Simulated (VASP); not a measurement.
# GaAs: band structure with MS2

**What was measured.**

From “Evidence of valence band perturbations in GaAsN/GaAs(001): A combined variable-angle spectroscopic ellipsometry and modulated photoreflectance investigation”, 2008, arxiv:0805.2212, for a bulk crystal of GaAs at 300 K: band gap 1.418 ± 0.005 eV (direct).

The system is GaAs.

```xyz
2
Lattice="0.0000 2.8268 2.8268 2.8268 0.0000 2.8268 2.8268 2.8268 0.0000" Properties=species:S:1:pos:R:3 pbc="T T T"
As    4.2403    4.2403    4.2403
Ga    0.0000    0.0000    0.0000
```

```json
{
 "Program": "VASP 6.6.1",
 "Task": "band structure",
 "Functional": "MS2",
 "Potentials or basis": "VASP PAW PBE potentials, release 64 (As, Ga_d)",
 "Cutoff": "520 eV",
 "k mesh": "8 × 8 × 8",
 "Occupations": "fermi-dirac, width 0.05 eV",
 "Spin": "no spin polarisation",
 "Further INCAR settings": "ALGO = Normal; EDIFF = 1e-07"
}
```

The pressure is 0.0 GPa and the band gap on the k mesh is 0.93 eV, direct. The band gap along the path is 0.93 eV, direct.

Levels at the corners of the path, in eV from the valence-band top:
```
point  band 7  band 8  band 9  band 10  band 11  band 12
    Γ    0.00    0.00    0.00     0.93     3.99     3.99
    X   -6.84   -2.68   -2.68     1.61     1.86    10.63
    X   -6.84   -2.68   -2.68     1.61     1.86    10.63
    W   -6.65   -3.53   -3.34     4.84     5.00     5.73
    W   -6.65   -3.53   -3.34     4.84     5.00     5.73
    K   -6.64   -3.86   -2.26     2.15     4.87     8.26
    K   -6.64   -3.86   -2.26     2.15     4.87     8.26
    Γ    0.00    0.00    0.00     0.93     3.99     3.99
    Γ    0.00    0.00    0.00     0.93     3.99     3.99
    L   -6.65   -1.14   -1.14     1.29     4.89     4.89
    L   -6.65   -1.14   -1.14     1.29     4.89     4.89
    U   -6.64   -3.86   -2.26     2.15     4.87     8.26
    U   -6.64   -3.86   -2.26     2.15     4.87     8.26
    W   -6.65   -3.53   -3.34     4.84     5.00     5.73
    W   -6.65   -3.53   -3.34     4.84     5.00     5.73
    L   -6.65   -1.14   -1.14     1.29     4.89     4.89
    L   -6.65   -1.14   -1.14     1.29     4.89     4.89
    K   -6.64   -3.86   -2.26     2.15     4.87     8.26
    U   -6.64   -3.86   -2.26     2.15     4.87     8.26
    X   -6.84   -2.68   -2.68     1.61     1.86    10.63
```

Wall time 2.7 min on 1 thread of Intel(R) Xeon(R) 6975P-C (Granite Rapids), with other jobs on the host, peak memory 0.18 GiB.

Measured gap of GaAs: 1.418 eV (direct; 300 K; “Evidence of valence band perturbations in GaAsN/GaAs(001): A combined variable-angle spectroscopic ellipsometry and modulated photoreflectance investigation”, 2008, arxiv:0805.2212). This calculation gives 0.93 eV (-0.49 eV). 3 values of this kind are on record (1.412 to 1.51 eV); this one was drawn at random among those near their median, those with a stated uncertainty first. Spin-orbit coupling on As, Ga is left out. The value is that of MS2, without temperature or zero-point motion.

Caveat: the PAW data sets were made with another functional, which shifts forces and pressure a little.
